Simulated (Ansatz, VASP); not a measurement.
**Two plane-wave programs on C**

INCAR

```
  PREC = Accurate
  ENCUT = 600
  EDIFF = 1E-7
  ISMEAR = 0
  SIGMA = 0.1
  LREAL = F
  LASPH = T
  NELM = 80
  ALGO = Normal
  ISIF = 3
  LWAVE = F
  LCHARG = F
  GGA = PE
  IBRION = 2
  NSW = 90
  EDIFFG = -0.04
```

File KPOINTS:

```
regular mesh
0
Gamma
  3 3 12
```

POSCAR

```
C
1.0
    7.0883386389      0.0000000000      0.0000000000
   -3.5441693195      6.1386813320      0.0000000000
    0.0000000000      0.0000000000      1.2731892068
C
3
Direct
    0.0000000000      0.0000000000      0.0000000000
    0.3333333333      0.6666666667      0.5000000000
    0.6666666667      0.3333333333      0.5000000000
```

Input for Ansatz:

```yaml
crystal:
  lattice:
    - [7.0883386389, 0.0, 0.0]
    - [-3.5441693195, 6.138681332, 0.0]
    - [0.0, 0.0, 1.2731892068]
  atoms:
    - { symbol: C, position: [0.0, 0.0, 0.0] }
    - { symbol: C, position: [0.3333333333, 0.6666666667, 0.5] }
    - { symbol: C, position: [0.6666666667, 0.3333333333, 0.5] }
basis:
  ecutwfc: 420
kpoints:
  mp_grid: { grid: [3, 3, 12] }
hamiltonian:
  xc: pbe
scf:
  occupations: { method: gaussian, width: 0.1 }
  lower_state_search: "off"
output:
  forces: true
  stress: true
  eigenvalues: true
relax:
  adjacent_minimum: "off"
  f_tol: 0.04
  max_steps: 70
  cell: { stress_tol: 0.4 }
```

Alike in both runs: task relaxation of cell and atoms; functional PBE; k mesh 3 × 3 × 12; occupations gaussian, width 0.1 eV; no spin polarisation.

|  | VASP | Ansatz |
| --- | --- | --- |
| version | VASP 6.6.1 | Ansatz 0.2.0 |
| potentials or method | VASP PAW PBE potentials, release 64 (C) | scalar-relativistic, plane waves, PAW |
| plane-wave cutoff (eV) | 600 | 420 |
| valence electrons in the cell | 12 | 12 |

```tsv
	VASP	Ansatz	Ansatz less VASP
gap on the k mesh at the Fermi level, each at its own relaxed structure (eV)	none	none	-
relaxed volume (Å³/atom)	12.29	12.55	+0.258
relaxed cell length with the largest relative difference (Å)	5.753	5.812	+0.0588
energy change over the relaxation (meV/atom)	-63	-57	+6.1
```

A gap of «none» marks a metal or a gap that the smearing closes.

Caveats: the k mesh is coarse (spacing up to 0.41 Å⁻¹), so the values aren't converged; the volume moved by over 15 % at a fixed basis, so the end points are rough.
